## One crystal, five gaps

Before band gaps from two projects go into one list, someone has to decide whether a difference of 0.05 eV between two entries belongs to the materials or to the files that stand in for the atoms. Diamond gives a clean test. In the table the crystal, the density functional and the mesh of wave vectors stay fixed, while the potential that replaces the nucleus and the 1s core changes. The plane-wave cutoff, printed as "basis", changes with it in two rows.

ABINIT, Kohn-Sham DFT with the PBE functional, for diamond in a fixed two-atom cell (5.67 Å³/atom), without spin polarisation or spin-orbit coupling. All runs use a 13 × 13 × 13 k mesh and Fermi-Dirac smearing of 0.05 eV; "basis" is the plane-wave cutoff, and both gaps are taken on the k mesh.

```csv
potentials,basis,gap (eV),direct gap (eV),gap less the median of the rows (eV)
JTH PAW PBE v2.0,544 eV,4.139,5.592,-0.048
Ansatz NC PBE,1116 eV,4.153,5.607,-0.034
SG15 NC PBE v1.2,1116 eV,4.187,5.599,0.000
SPMS NC PBE v1.0,898 eV,4.193,5.621,0.006
PseudoDojo NC SR PBE v0.4.1 standard,1116 eV,4.200,5.624,0.013
```

The column "gap" holds the smallest distance between filled and empty states at any wave vector, and "direct gap" the smallest distance at one and the same wave vector. The first varies by 61 meV over the five rows, the second by 32 meV. A difference of 0.05 eV can therefore arise with no change in the material at all. The task is to understand why the potentials agree this well, and why they agree less well on one gap than on the other.

### What cancels and what stays

An infinite crystal has no natural zero of energy. Each potential is built to scatter the valence electrons as the full atom does, which is why the gaps agree so well, but its shape inside the core region is otherwise free. That shape changes the average potential of the crystal, and with it the zero from which a run counts its levels. The valence top, read on each run's own energy scale, accordingly scatters by about 1.5 eV, some 24 times as much as the gap. A uniform shift drops out of any difference between two levels, so gaps can be compared between potentials where absolute band edges can't.

The rest depends on how each state samples the region near the nuclei. Let $\delta V$ be the difference between two potentials, including the response of the electrons. To first order the gap changes by

$$\delta E = \langle c|\delta V|c\rangle - \langle v|\delta V|v\rangle ,$$

where $v$ is the state at the valence top and $c$ the empty state that closes the gap. If $c$ and $v$ have similar character near the atoms, the two terms are similar and largely cancel. If their characters differ, more of the error survives.

In diamond the valence top lies at the zone centre, Γ, and consists of bonding p orbitals. The lowest empty level at Γ is their antibonding partner, so the direct gap compares p with p. The lowest empty state of the whole crystal lies in a valley on the way from Γ to the zone boundary point X, and there s and p orbitals mix. Theory thus gives a reason for the direct gap to be the steadier of the two, as it is over the five rows taken together. It isn't so for every pair: from JTH to Ansatz both gaps move by about the same amount, and from SG15 to PseudoDojo the direct gap moves about twice as much as the indirect one, from SG15 to SPMS nearly four times as much. The argument from orbital character doesn't explain those steps. The lowest valence level at Γ, an s state, fits the argument: its distance from the p-like valence top varies by 65 meV over the rows, about twice as much as the direct gap. That is support rather than proof, since this level also lies much further away in energy.

### The row that changes its order

SG15 shows the two gaps parting company. Its indirect gap lies 34 meV above that of Ansatz, yet its direct gap lies 8 meV below. A single stretching of all gaps can't do this. The valley must have moved against the empty level at Γ.

The movement can be read off exactly. Call the indirect gap $E_i$, the direct gap $E_d$, and the height of the empty Γ level above the valley $h$. Then $E_i = E_d - h$, and between any two rows

$$\delta E_i = \delta E_d - \delta h .$$

From JTH to SG15 the direct gap grows by 7 meV, while $h$ shrinks from 1.453 to 1.412 eV, that is by 41 meV. The indirect gap grows by $7 + 41 = 48$ meV, nearly all of it from the valley. From JTH to PseudoDojo the two parts are about equal. This split is an identity and holds for every row; it locates the change but doesn't name its cause. The output printed after the text gives it row by row.

A tempting cause would be one shift of all s levels against the p levels. The s level at the bottom of the valence bands provides a check. In SG15 it lies about 0.04 eV less deep under the valence top than in JTH; in PseudoDojo it lies about 0.01 eV deeper than in Ansatz. Yet the valley rises against the empty Γ level in both comparisons, by about 40 and 30 meV, so one s shift doesn't account for the series.

### Potential, cutoff and mesh

The name of the method doesn't draw the line either. JTH is a PAW set, which restores the sharp part of the valence orbitals near the nucleus, whereas the other four are norm-conserving potentials, which keep the orbitals smooth there. JTH and Ansatz still differ by only 14 meV, while Ansatz and PseudoDojo, both norm-conserving and run at the same cutoff, differ by 47 meV.

Equal cutoff doesn't mean equal convergence. Carbon has no p electrons in its core, so no inner p shell pushes the 2p orbital outward, and a norm-conserving potential for it needs many plane waves. How many depends on how smooth that potential was made. The cutoffs here are usual working values, and the table holds no second run at a higher one. The 61 meV can therefore hold basis error as well as potential error. Raising the cutoff for each potential until its gap stops moving would separate the two. Ranking the potentials would also take an all-electron calculation as reference.

The mesh can be judged by an estimate. The valley lies at roughly 0.75 of the way from Γ to X (a recalled value), and the nearest mesh point on that line at $10/13$. With a distance from Γ to X of about 1.8 Å⁻¹, the miss is $\delta k \approx 0.019 \times 1.8 \approx 0.034$ Å⁻¹. For a rough effective mass of $m = 1.5$ electron masses $m_e$ along the valley,

$$\frac{\hbar^2\,\delta k^2}{2m} \approx \frac{3.8\ \text{eV Å}^2 \times (0.034\ \text{Å}^{-1})^2}{1.5} \approx 3\ \text{meV}.$$

Because a small difference is squared, the true error could be several times larger. It should still be nearly the same in every row, as long as the valley keeps its place and curvature from one potential to the next.

### What agreement is worth

The measured gap of diamond is roughly 5.5 eV, about 1.3 eV above the median of the table and some twenty times the spread of the rows. PBE is known to make such gaps too small, and all five rows share this error. The runs also hold the atoms still, whereas in the real crystal even the zero-point motion narrows the gap, in diamond by a few tenths of an electronvolt. PBE therefore falls further short than the plain comparison suggests. The five rows share the frozen 1s core as well. Their agreement shows that the potentials do much the same job; it tests neither the functional nor the frozen core. For the same reason, the row closest to experiment isn't thereby the best potential.

A series that changed the functional instead, from PBE to a hybrid, would open the gap far more than any exchange of potentials does here. In gallium arsenide even the direct gap joins a p-like valence top to an s-like empty level, so the cancellation that steadies diamond's direct gap should be weaker there. For a list of gaps the consequence is plain: keep one potential for each element and one cutoff throughout, so that entries with the same elements share part of their error. Where potentials have been mixed, a difference of a few hundredths of an electronvolt shouldn't be credited to the material.

Printed output of the fit:

```
Spread of the indirect gap, meV: 61
Spread of the indirect gap, percent of its median: 1.457
Spread of the direct gap, meV: 32
Spread of the absolute valence top, eV: 1.462
Spread of the valence top over spread of the indirect gap, ratio: 23.96
Changes against the JTH row in meV:
                                   row  indirect gap  part from direct gap  part from valley against Gamma level
                      JTH PAW PBE v2.0             0                     0                                     0
                         Ansatz NC PBE            14                    15                                    -1
                      SG15 NC PBE v1.2            48                     7                                    41
                      SPMS NC PBE v1.0            54                    29                                    25
  PseudoDojo NC SR PBE v0.4.1 standard            61                    32                                    29
Level distances in eV:
                                   row  direct less indirect gap  depth of lowest valence level
                      JTH PAW PBE v2.0                     1.453                          21.48
                         Ansatz NC PBE                     1.454                          21.48
                      SG15 NC PBE v1.2                     1.412                          21.43
                      SPMS NC PBE v1.0                     1.428                           21.5
  PseudoDojo NC SR PBE v0.4.1 standard                     1.424                          21.49
Indirect gap, Ansatz less JTH, meV: 14
Indirect gap, PseudoDojo less Ansatz at equal cutoff, meV: 47
Indirect gap, SG15 less Ansatz, meV: 34
Direct gap, SG15 less Ansatz, meV: -8
Indirect gap, PseudoDojo less SG15, meV: 13
Mesh error of the indirect gap, rough estimate, meV: 2.915
Rough measured gap less median computed gap, eV: 1.313
That shortfall over the spread of the rows, ratio: 21.52
```
